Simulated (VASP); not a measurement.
# C (Fd-3m) in VASP: notebook, part 2 of 2

VASP 6.6.1.

## 4. Relaxation of cell and atoms, r2SCAN

This run uses another cell than the first one, of 5.65 Å³/atom, 1.005 times its volume.

INCAR reads:

```
SYSTEM = C
PREC = Accurate
ENCUT = 600
EDIFF = 1E-7
ISMEAR = 0
SIGMA = 0.03
LREAL = .FALSE.
LASPH = .TRUE.
NELM = 80
ALGO = Normal
ISIF = 3
LWAVE = .FALSE.
LCHARG = .FALSE.
METAGGA = R2SCAN
LMIXTAU = .TRUE.
IBRION = 2
NSW = 90
EDIFFG = -0.005
```

KPOINTS reads:

```
Automatic mesh
0
G
  14 14 14
  0 0 0
```

POSCAR reads:

```
C                                       
1.0
   -0.0000000000      1.7805652936      1.7805652936
    1.7805652936     -0.0000000000      1.7805652936
    1.7805652936      1.7805652936      0.0000000000
  C             
     2
Direct
     0.0000000000000000    0.0000000000000000    0.0000000000000000
     0.2500000000000000    0.2500000000000000    0.2500000000000000
```

Potentials or basis: VASP PAW PBE potentials, release 64 (C).

Run with:

```sh
$ cat potpaw_PBE.64/C/POTCAR > POTCAR
$ mpirun -np 1 vasp_std > vasp.out
```

OUTCAR:

```text
SYSTEM = C
   PREC = Accurate
   ENCUT = 600
   EDIFF = 1E-7
   ISMEAR = 0
   LREAL = .FALSE.
   LASPH = .TRUE.
   NELM = 80
   ISIF = 3
   METAGGA = R2SCAN
   IBRION = 2
   NSW = 90
   EDIFFG = -0.005

 ion  position               nearest neighbor table
   1  0.000  0.000  0.000-   2 1.54   2 1.54   2 1.54   2 1.54
   2  0.250  0.250  0.250-   1 1.54   1 1.54   1 1.54   1 1.54

  LATTYP: Found a face centered cubic cell.
 ALAT       =     3.5611305872

  Lattice vectors:

 A1 = (   0.0000000000,   1.7805652936,   1.7805652936)
 A2 = (   1.7805652936,   0.0000000000,   1.7805652936)
 A3 = (   1.7805652936,   1.7805652936,   0.0000000000)

Analysis of symmetry for initial positions (statically):
=====================================================================
 Subroutine PRICEL returns:
 Original cell was already a primitive cell.

 Routine SETGRP: Setting up the symmetry group for a
 face centered cubic supercell.

 Subroutine GETGRP returns: Found 48 space group operations
 (whereof 24 operations were pure point group operations)
 out of a pool of 48 trial point group operations.

[... 164 lines left out ...]
  energy without entropy =      -19.66409361  energy(sigma->0) =      -19.66409361

 E-fermi :   9.9191     XC(G=0): -14.2834

 val. band max:        9.7801945171   @ k =   0.0000   0.0000   0.0000
 cond. band min:      14.1117030794   @ k =   0.3571   0.3571   0.0000
 fundamental gap:      4.3315085623
 Fermi energy:         9.9191315725

 k-point     1 :       0.0000    0.0000    0.0000
  band No.  band energies     occupation
      1     -12.9802      2.00000
      2       9.7802      2.00000
      3       9.7802      2.00000
      4       9.7802      2.00000
      5      15.6285      0.00000
      6      15.6285      0.00000
      7      15.6285      0.00000
      8      23.7109      0.00000
[... 243 lines left out ...]
 k-point    24 :       0.2857    0.1429    0.0000
  band No.  band energies     occupation
      1     -10.8313      2.00000
      2       3.3487      2.00000
      3       6.2431      2.00000
      4       6.9884      2.00000
      5      15.9890      0.00000
      6      20.2963      0.00000
      7      20.4391      0.00000
      8      22.8347      0.00000

 [... further k-points ...]
[... 5 lines left out ...]
  --------------------------------------------------------------------------------------
  -------------------------------------------------------------------------------------
  Total        0.0015246      0.0015246      0.0015246     -0.0000000     -0.0000000     -0.0000000
  in kB        0.2163540      0.2163540      0.2163540     -0.0000000     -0.0000000     -0.0000000
  external PRESSURE =       0.2163540 kB  Pullay stress =       0.0000000 kB

 VOLUME and BASIS-vectors are now :
 -----------------------------------------------------------------------------
  energy-cutoff  :      600.00
  volume of cell :       11.29
      direct lattice vectors                 reciprocal lattice vectors
     0.000000000  1.780565294  1.780565294    -0.280809697  0.280809697  0.280809697
     1.780565294  0.000000000  1.780565294     0.280809697 -0.280809697  0.280809697
     1.780565294  1.780565294  0.000000000     0.280809697  0.280809697 -0.280809697

 POSITION                                       TOTAL-FORCE (eV/Angst)
 -----------------------------------------------------------------------------------
      0.00000      0.00000      0.00000         0.000000      0.000000      0.000000
      0.89028      0.89028      0.89028        -0.000000     -0.000000     -0.000000
 -----------------------------------------------------------------------------------
    total drift:                                0.000000      0.000000      0.000000

  FREE ENERGIE OF THE ION-ELECTRON SYSTEM (eV)
  ---------------------------------------------------
  free  energy   TOTEN  =       -19.6640936094 eV

  energy  without entropy=      -19.6640936094  energy(sigma->0) =      -19.66409361

 reached required accuracy - stopping structural energy minimisation
```

OSZICAR:

```text
N       E                     dE             d eps       ncg     rms          rms(c)
DAV:   1     0.586308234149E+00    0.58631E+00   -0.56895E+03  1696   0.114E+03
DAV:   2    -0.217988874969E+02   -0.22385E+02   -0.21646E+02  2520   0.128E+02
DAV:   3    -0.219564545646E+02   -0.15757E+00   -0.15757E+00  1848   0.137E+01
DAV:   4    -0.219566276901E+02   -0.17313E-03   -0.17313E-03  2320   0.503E-01
DAV:   5    -0.219566277610E+02   -0.70931E-07   -0.70931E-07  1856   0.700E-03    0.514E+00
DAV:   6    -0.194601391616E+02    0.24965E+01   -0.34069E-01  2056   0.659E+00    0.421E+00
DAV:   7    -0.223585317079E+02   -0.28984E+01   -0.13746E+00  1984   0.894E+00    0.989E-01
DAV:   8    -0.194904657427E+02    0.28681E+01   -0.41518E-01  1840   0.578E+00    0.109E+00
DAV:   9    -0.196505738683E+02   -0.16011E+00   -0.26474E-02  1912   0.222E+00    0.189E-01
DAV:  10    -0.196620353351E+02   -0.11461E-01   -0.79438E-03  2136   0.104E+00    0.177E-01
DAV:  11    -0.196614100701E+02    0.62527E-03   -0.13338E-04  1696   0.132E-01    0.141E-01
DAV:  12    -0.196640537376E+02   -0.26437E-02   -0.62094E-04  1664   0.337E-01    0.221E-02
DAV:  13    -0.196640918187E+02   -0.38081E-04   -0.12962E-05  2360   0.517E-02    0.162E-02
DAV:  14    -0.196640938483E+02   -0.20296E-05   -0.12735E-06  1672   0.145E-02    0.241E-02
DAV:  15    -0.196640930556E+02    0.79275E-06   -0.13292E-06  1976   0.139E-02    0.291E-03
DAV:  16    -0.196640934559E+02   -0.40037E-06   -0.82903E-08  1416   0.336E-03    0.346E-04
DAV:  17    -0.196640935666E+02   -0.11061E-06   -0.65786E-09   832   0.127E-03    0.258E-04
DAV:  18    -0.196640936094E+02   -0.42836E-07   -0.45234E-09   832   0.858E-04
   1 F= -.19664094E+02 E0= -.19664094E+02  d E =-.196641E+02
```

Run time: 46 s. Hardware: 1 thread of Intel Xeon Platinum 8259CL at 2.50GHz (Skylake/Cascade Lake), shared host; peak memory 0.12 GiB.

What came out:

```
Free energy             : -19.6641 eV
Pressure after relaxing : 0.0 GPa
Band gap on the k mesh  : 4.33 eV, indirect (least direct gap 5.85 eV)
```

Final structure:
```yaml
crystal:
  lattice:
    - [0.00000, 1.78057, 1.78057]
    - [1.78057, 0.00000, 1.78057]
    - [1.78057, 1.78057, 0.00000]
  atoms:
    - { symbol: C, position: [0.00000, 0.00000, 0.00000] }
    - { symbol: C, position: [0.25000, 0.25000, 0.25000] }
```

Levels at points of the mesh, in eV from the valence-band top:
| k point | band 1 | band 2 | band 3 | band 4 | band 5 | band 6 | band 7 | band 8 |
| --- | --- | --- | --- | --- | --- | --- | --- | --- |
| (0.00, 0.00, 0.00) | -22.76 | 0.00 | 0.00 | 0.00 | 5.85 | 5.85 | 5.85 | 13.93 |
| (0.50, 0.00, 0.00) | -16.79 | -14.10 | -2.99 | -2.99 | 8.90 | 8.90 | 9.19 | 16.74 |
| (0.50, 0.50, 0.00) | -13.62 | -13.62 | -6.69 | -6.69 | 5.01 | 5.01 | 17.95 | 17.95 |

Caveat: the relaxation stopped at its first step, so nothing moved; the PAW data sets were made with another functional, which shifts forces and pressure a little. A k mesh can miss the band edges.

## 5. Relaxation of cell and atoms, PBE

This run uses another cell than the first one, of 5.67 Å³/atom, 1.010 times its volume.

INCAR reads:

```
ALGO = Normal
EDIFF = 1E-6
EDIFFG = -0.01
ENCUT = 600
GGA = PE
IBRION = 2
ISIF = 3
ISMEAR = 0
LASPH = True
LCHARG = False
LREAL = False
LWAVE = False
NELM = 80
NSW = 90
PREC = Accurate
SIGMA = 0.03
```

KPOINTS reads:

```
k-points
0
Gamma
  14 14 14
```

POSCAR reads:

```
C
1.0
    0.0000000000      1.7833700000      1.7833700000
    1.7833700000      0.0000000000      1.7833700000
    1.7833700000      1.7833700000      0.0000000000
C
2
Direct
    0.0000000000      0.0000000000      0.0000000000
    0.2500000000      0.2500000000      0.2500000000
```

Run with:

```sh
$ cat potpaw_PBE.64/C/POTCAR > POTCAR
$ mpirun -np 1 vasp_std > vasp.out
```

It took 23 s on 1 thread of AMD EPYC 7R43 (Zen 3), shared host; peak memory 0.08 GiB.

It converged, with:

- Free energy: -18.1903 eV
- Relaxed volume: 5.70 Å³/atom
- Relaxed cell: a = 2.526 Å, b = 2.526 Å, c = 2.526 Å, α = 60.00°, β = 60.00°, γ = 60.00°
- Space group after relaxing (to 0.05 Å): Fd-3m (No. 227)
- Energy gained by relaxing: 0.1 meV/atom
- Ionic steps: 3
- Pressure after relaxing: 0.0 GPa
- Band gap on the k mesh: 4.12 eV, indirect (least direct gap 5.58 eV)

The path:
```csv
step,energy change (eV),largest force (eV/Å),pressure (GPa),volume (Å³)
1,0.0000,0.0000,1.78,11.34
2,0.0001,0.0000,-2.16,11.45
3,-0.0003,0.0000,0.00,11.39
```

Final structure:
```xyz
2
Lattice="0.0000 1.7858 1.7858 1.7858 0.0000 1.7858 1.7858 1.7858 0.0000" Properties=species:S:1:pos:R:3 pbc="T T T"
C     0.0000    0.0000    0.0000
C     0.8929    0.8929    0.8929
```

Levels at points of the mesh, in eV from the valence-band top:
```tsv
k point	band 2	band 3	band 4	band 5	band 6	band 7
(0.00, 0.00, 0.00)	0.00	0.00	0.00	5.58	5.58	5.58
(0.50, 0.00, 0.00)	-13.33	-2.79	-2.79	8.44	8.44	8.79
(0.50, 0.50, 0.00)	-12.74	-6.27	-6.27	4.75	4.75	16.74
```

## 6. Relaxation of cell and atoms, PBE

This run uses another cell than the first one, of 5.70 Å³/atom, 1.014 times its volume.

INCAR: that of step 5 with these lines changed.

```diff
@@ -1,4 +1,4 @@
 ALGO = Normal
-EDIFF = 1E-6
-EDIFFG = -0.01
+EDIFF = 1E-7
+EDIFFG = -0.005
 ENCUT = 600
```

KPOINTS is that of step 5.

POSCAR reads:

```
C                                       
1.0
   -0.0000000000      1.7858054497      1.7858054497
    1.7858054497     -0.0000000000      1.7858054497
    1.7858054497      1.7858054497     -0.0000000000
  C             
     2
Direct
     0.0000000000000000    0.0000000000000000    0.0000000000000000
     0.2500000000000000    0.2500000000000000    0.2500000000000000
```

Potentials or basis: VASP PAW PBE potentials, release 64 (C).

Run with:

```sh
$ cat potpaw_PBE.64/C/POTCAR > POTCAR
$ mpirun -np 1 vasp_std > vasp.out
```

Wall time 14 s (1 thread of AMD EPYC 7R43 (Zen 3), shared host); peak memory 0.08 GiB.

It converged, with:

```yaml
Free_energy: -18.1905 eV
Pressure_after_relaxing: 0.0 GPa
Band_gap_on_the_k_mesh: 4.12 eV, indirect (least direct gap 5.58 eV)
```

Final structure:
```xyz
2
Lattice="0.0000 1.7858 1.7858 1.7858 0.0000 1.7858 1.7858 1.7858 0.0000" Properties=species:S:1:pos:R:3 pbc="T T T"
C     0.0000    0.0000    0.0000
C     0.8929    0.8929    0.8929
```

Levels at points of the mesh, in eV from the valence-band top:
```csv
k point,band 2,band 3,band 4,band 5,band 6,band 7
"(0.00, 0.00, 0.00)",0.00,0.00,0.00,5.58,5.58,5.58
"(0.50, 0.00, 0.00)",-13.33,-2.79,-2.79,8.44,8.44,8.79
"(0.50, 0.50, 0.00)",-12.74,-6.27,-6.27,4.75,4.75,16.74
```

Caveat: the relaxation stopped at its first step, so nothing moved.

## 7. Summary

```csv
level,gap on the mesh (eV),pressure (GPa)
PBEsol,4.03,0.0
r2SCAN,4.33,0.0
PBE,4.12,0.0
```

Alike in all rows: task relaxation of cell and atoms; potentials or basis VASP PAW PBE potentials, release 64 (C); no spin polarisation; cell relaxed; k mesh 14 × 14 × 14; cutoff (eV) 600; smearing gaussian 0.03 eV.

Caveats: the relaxation stopped at its first step, so nothing moved; the PAW data sets were made with another functional, which shifts forces and pressure a little (some runs).

Total energies depend on the potentials used, so only differences within one code and one set of settings carry meaning.
